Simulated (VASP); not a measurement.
# SrO (Fm-3m) in VASP: further runs

Runs on SrO. Level: PBE. Tasks: single point.

Everything below comes from runs of VASP 6.6.1. Logs are shortened: lines on timing, memory, paths and dates and some standing lists are left out, and cuts for length are marked.

## 1. The structure

The structure is cubic, space group Fm-3m (No. 225). Conventional cell: a = 5.133 Å, b = 5.133 Å, c = 5.133 Å, α = 90.00°, β = 90.00°, γ = 90.00°. Around Sr (site symmetry m-3m) lie 6 O at 2.57 Å. O (site symmetry m-3m) is surrounded by 6 Sr at 2.57 Å.

## 2. Single point, PBE

Input file INCAR:

```
SYSTEM = SrO
  PREC = Accurate
  ENCUT = 1100
  EDIFF = 1E-7
  ISMEAR = 0
  SIGMA = 0.05
  LREAL = .FALSE.
  LASPH = .TRUE.
  NELM = 100
  ALGO = Normal
  ISIF = 2
  LWAVE = .FALSE.
  LCHARG = .FALSE.
  GGA = PE
  ADDGRID = .FALSE.
```

Input file KPOINTS:

```
Automatic mesh
0
G
  7 7 7
  0 0 0
```

Input file POSCAR:

```
SrO
1.0
    0.0000000000      2.5663000000      2.5663000000
    2.5663000000      0.0000000000      2.5663000000
    2.5663000000      2.5663000000      0.0000000000
Sr O
1 1
Direct
    0.5000000000      0.5000000000      0.5000000000
    0.0000000000      0.0000000000      0.0000000000
```

Potentials or basis: VASP PAW PBE potentials, release 64 (Sr_sv, O_h).

Run with:

```bash
$ cat potpaw_PBE.64/Sr_sv/POTCAR potpaw_PBE.64/O_h/POTCAR > POTCAR
$ mpirun -np 1 vasp_std > vasp.out
```

OUTCAR:

```text
SYSTEM = SrO
   PREC = Accurate
   ENCUT = 1100
   EDIFF = 1E-7
   ISMEAR = 0
   LREAL = .FALSE.
   LASPH = .TRUE.
   NELM = 100
   ISIF = 2
   GGA = PE

 Found     20 irreducible k-points:

 Following reciprocal coordinates:
            Coordinates               Weight
  0.000000  0.000000  0.000000      1.000000
  0.142857  0.000000  0.000000      8.000000
  0.285714  0.000000  0.000000      8.000000
  0.428571  0.000000  0.000000      8.000000
  0.142857  0.142857  0.000000      6.000000
  0.285714  0.142857  0.000000     24.000000
   k-points           NKPTS =     20   k-points in BZ     NKDIM =     20   number of bands    NBANDS=     12
   number of dos      NEDOS =    301   number of ions     NIONS =      2
   total plane-waves  NPLWV =  64000
   dimension x,y,z NGX =    40 NGY =   40 NGZ =   40
   dimension x,y,z NGXF=    80 NGYF=   80 NGZF=   80
   ions per type =               1   1
   NGX,Y,Z   is equivalent  to a cutoff of  18.32, 18.32, 18.32 a.u.
   NGXF,Y,Z  is equivalent  to a cutoff of  36.65, 36.65, 36.65 a.u.
 SYSTEM =  SrO
   PREC   = accura    normal or accurate (medium, high low for compatibility)
   ISTART =      0    job   : 0-new  1-cont  2-samecut
   ICHARG =      2    charge: 1-file 2-atom 10-const
   ISPIN  =      1    spin polarized calculation?
   LNONCOLLINEAR =      F non collinear calculations
   LSORBIT =      F    spin-orbit coupling
   LASPH  =      T    aspherical Exc in radial PAW
   ENCUT  = 1100.0 eV  80.85 Ry    8.99 a.u.   9.81  9.81  9.81*2*pi/ulx,y,z
   NELM   =    100;   NELMIN=  2; NELMDL= -5     # of ELM steps
   EDIFF  = 0.1E-06   stopping-criterion for ELM
   LREAL  =      F    real-space projection
   EDIFFG = 0.1E-05   stopping-criterion for IOM
   NSW    =      0    number of steps for IOM
   IBRION =     -1    ionic relax: 0-MD 1-quasi-New 2-CG
   NFREE  =      0    steps in history (QN), initial steepest desc. (CG)
   ISIF   =      2    stress and relaxation
   ISYM   =      2    0-nonsym 1-usesym 2-fastsym
   POTIM  = 0.5000    time-step for ionic-motion
   TEBEG  =    0.0;   TEEND  =   0.0 temperature during run
   PSTRESS=    0.0 pullay stress
   NELECT =      16.0000    total number of electrons
   NUPDOWN=      -1.0000    fix difference up-down
   EMIN   =  10.00;   EMAX   =-10.00  energy-range for DOS
   EFERMI =   0.00;   METHOD = LEGACY
   ISMEAR =     0;   SIGMA  =   0.05  broadening in eV -4-tet -1-fermi 0-gaus
   EFERMI_NEDOS =   21; number of points for ismear=-14 and -15
   IALGO  =     38    algorithm
   IMIX   =      4    mixing-type and parameters
     AMIX     =   0.40;   BMIX     =  1.00
     AMIX_MAG =   1.60;   BMIX_MAG =  1.00
  volume/ion in A,a.u.               =      16.90       114.06
  Fermi-wavevector in a.u.,A,eV,Ry     =   1.275843  2.410995 22.147245  1.627777
  Thomas-Fermi vector in A             =   2.408533
   LORBIT       =      0    0 simple, 1 ext, 2 COOP (PROOUT), +10 PAW based schemes
   GGA     = PE    functional components
   LHFCALC =     F    Hartree Fock is set to
   AEXX    =    0.0000 exact exchange contribution
   IVDW    =     0    specifies the selected vdW correction
   LEPSILON=     F    determine dielectric tensor
   LRPA    =     F    only Hartree local field effects (RPA)
 non-spin polarized calculation
 Gauss-broadening in eV      SIGMA  =   0.05
  energy-cutoff  :     1100.00
  volume of cell :       33.80
 maximum number of plane-waves:      2821
   NGX = 19   NGY = 19   NGZ = 19

 number of electron      16.0000001 magnetization

 Free energy of the ion-electron system (eV)
  ---------------------------------------------------
  ext. energy  EPLUGINS =         0.00000000
  ---------------------------------------------------
  free energy    TOTEN  =       -12.04371092 eV

  energy without entropy =      -12.04371092  energy(sigma->0) =      -12.04371092

 E-fermi :   2.2303     XC(G=0): -10.0544

 val. band max:        1.9155380018   @ k =   0.0000   0.0000   0.0000
 cond. band min:       5.2759026933   @ k =   0.4286   0.4286   0.0000
 fundamental gap:      3.3603646915
 Fermi energy:         2.2302708029

 k-point     1 :       0.0000    0.0000    0.0000
  band No.  band energies     occupation
      1     -30.4528      2.00000
      2     -13.1804      2.00000
      3     -12.0851      2.00000
      4     -12.0851      2.00000
      5     -12.0851      2.00000
      6       1.9155      2.00000
      7       1.9155      2.00000
      8       1.9155      2.00000
      9       5.9407      0.00000
     10       8.1406      0.00000
     11       8.1406      0.00000
     12       8.1406      0.00000

 k-point     2 :       0.1429    0.0000    0.0000
  band No.  band energies     occupation
      1     -30.4266      2.00000
      2     -13.6308      2.00000
      3     -12.1010      2.00000
      4     -12.1010      2.00000
      5     -11.6991      2.00000
      6       1.3494      2.00000
      7       1.6621      2.00000
      8       1.6621      2.00000
      9       6.8258      0.00000
     10       7.9671      0.00000
     11       8.5394      0.00000
     12       8.5394      0.00000

 k-point     3 :       0.2857    0.0000    0.0000
  band No.  band energies     occupation
      1     -30.3669      2.00000
      2     -14.2698      2.00000
      3     -12.1360      2.00000
      4     -12.1360      2.00000
      5     -11.2052      2.00000
      6       0.4149      2.00000
      7       1.1638      2.00000
      8       1.1638      2.00000
      9       8.0012      0.00000
     10       8.6447      0.00000
     11       9.5794      0.00000
     12       9.5794      0.00000

 k-point     4 :       0.4286    0.0000    0.0000
  band No.  band energies     occupation
      1     -30.3182      2.00000
      2     -14.6606      2.00000
      3     -12.1636      2.00000
      4     -12.1636      2.00000
      5     -10.9308      2.00000
      6      -0.1836      2.00000
      7       0.8156      2.00000
      8       0.8156      2.00000
      9       8.4046      0.00000
     10      10.1740      0.00000
     11      10.6229      0.00000
     12      10.6229      0.00000

 k-point     5 :       0.1429    0.1429    0.0000
  band No.  band energies     occupation
      1     -30.4180      2.00000
      2     -13.6539      2.00000
      3     -12.1565      2.00000
      4     -12.1565      2.00000
      5     -11.6339      2.00000
      6       1.0088      2.00000
      7       1.8305      2.00000
      8       1.8305      2.00000
      9       6.8730      0.00000
     10       7.2916      0.00000
     11       8.9895      0.00000
     12       8.9895      0.00000

 k-point     6 :       0.2857    0.1429    0.0000
  band No.  band energies     occupation
      1     -30.3699      2.00000
      2     -14.0584      2.00000
      3     -12.2162      2.00000
      4     -12.1979      2.00000
      5     -11.3909      2.00000
      6       0.5294      2.00000
      7       1.4456      2.00000
      8       1.5684      2.00000
      9       7.0478      0.00000
     10       8.0791      0.00000
     11       9.8585      0.00000
     12      10.0031      0.00000

 [... further k-points ...]

------------------------ aborting loop because EDIFF is reached ----------------------------------------

  FORCE on cell =-STRESS in cart. coord.  units (eV):
  Direction    XX          YY          ZZ          XY          YZ          ZX
  --------------------------------------------------------------------------------------
  -------------------------------------------------------------------------------------
  Total        0.8354164      0.8354164      0.8354164      0.0000000      0.0000000      0.0000000
  in kB       39.5969097     39.5969097     39.5969097      0.0000000      0.0000000      0.0000000
  external PRESSURE =      39.5969097 kB  Pullay stress =       0.0000000 kB

 VOLUME and BASIS-vectors are now :
 -----------------------------------------------------------------------------
  energy-cutoff  :     1100.00
  volume of cell :       33.80
      direct lattice vectors                 reciprocal lattice vectors
     0.000000000  2.566300000  2.566300000    -0.194833028  0.194833028  0.194833028
     2.566300000  0.000000000  2.566300000     0.194833028 -0.194833028  0.194833028
     2.566300000  2.566300000  0.000000000     0.194833028  0.194833028 -0.194833028

 POSITION                                       TOTAL-FORCE (eV/Angst)
 -----------------------------------------------------------------------------------
      2.56630      2.56630      2.56630        -0.000000      0.000000     -0.000000
      0.00000      0.00000      0.00000         0.000000     -0.000000      0.000000
 -----------------------------------------------------------------------------------
    total drift:                                0.000000     -0.000000     -0.000000

  FREE ENERGIE OF THE ION-ELECTRON SYSTEM (eV)
  ---------------------------------------------------
  free  energy   TOTEN  =       -12.0437109189 eV

  energy  without entropy=      -12.0437109189  energy(sigma->0) =      -12.04371092
```

Wall time 48 s (1 thread of Intel Xeon Platinum 8375C at 2.90GHz (Ice Lake), shared host); peak memory 0.25 GiB.

These settings aren't checked as converged: the numbers below hold their error.

Results:

| Property | Result |
| --- | --- |
| Free energy | -12.0437 eV |
| Pressure | 4.0 GPa |
| Band gap on the k mesh | 3.36 eV, indirect (least direct gap 3.46 eV) |

Caveat: an odd mesh through Γ misses points on the zone boundary, where band edges often lie.

## 3. Single point, PBE

INCAR: that of step 2 with these lines changed.

```diff
@@ -2,3 +2,3 @@
   PREC = Accurate
-  ENCUT = 1100
+  ENCUT = 700
   EDIFF = 1E-7
```

Input file KPOINTS:

```
Automatic mesh
0
G
  9 9 9
  0 0 0
```

POSCAR is that of step 2.

Potentials or basis: VASP PAW PBE potentials, release 64 (Sr_sv, O_h).

Run with:

```bash
$ cat potpaw_PBE.64/Sr_sv/POTCAR potpaw_PBE.64/O_h/POTCAR > POTCAR
$ mpirun -np 1 vasp_std > vasp.out
```

Wall time 28 s (1 thread of Intel Xeon Platinum 8375C at 2.90GHz (Ice Lake), shared host); peak memory 0.19 GiB.

The run converged, but a check on its numbers failed (symmetry, net force, bounds or a known fault of this set-up), so they aren't taken as properties of the crystal.

Caveat: the cutoff lies under the usual one of these potentials, so the numbers hold a large basis-set error; an odd mesh through Γ misses points on the zone boundary, where band edges often lie.

## 4. Single point, PBE

INCAR: that of step 3 with these lines changed.

```diff
@@ -2,3 +2,3 @@
   PREC = Accurate
-  ENCUT = 700
+  ENCUT = 900
   EDIFF = 1E-7
```

Input file KPOINTS:

```
Automatic mesh
0
G
  8 8 8
  0 0 0
```

POSCAR is that of step 3.

Run with:

```bash
$ cat potpaw_PBE.64/Sr_sv/POTCAR potpaw_PBE.64/O_h/POTCAR > POTCAR
$ mpirun -np 1 vasp_std > vasp.out
```

Run time: 44 s. Hardware: 1 thread of Intel Xeon Platinum 8375C at 2.90GHz (Ice Lake), shared host; peak memory 0.21 GiB.

These settings aren't checked as converged: the numbers below hold their error.

What came out:

```yaml
Free_energy: -12.0431 eV
Pressure: 3.7 GPa
Band_gap_on_the_k_mesh: 3.26 eV, indirect (least direct gap 3.35 eV)
```

Caveat: the cutoff is under 1.25 times the usual one of these potentials, so pressure, stress and relaxed cells hold a basis-set (Pulay) error.

## 5. The reference run

An earlier run on the cell as given: functional PBEsol; potentials or basis VASP PAW PBE potentials, release 64 (Sr_sv, O); cutoff 520 eV; k mesh 9 × 9 × 9; occupations fermi-dirac, width 0.05 eV; no spin polarisation.

* Pressure: 0.1 GPa
* Band gap on the k mesh: 3.21 eV, indirect (least direct gap 3.30 eV)
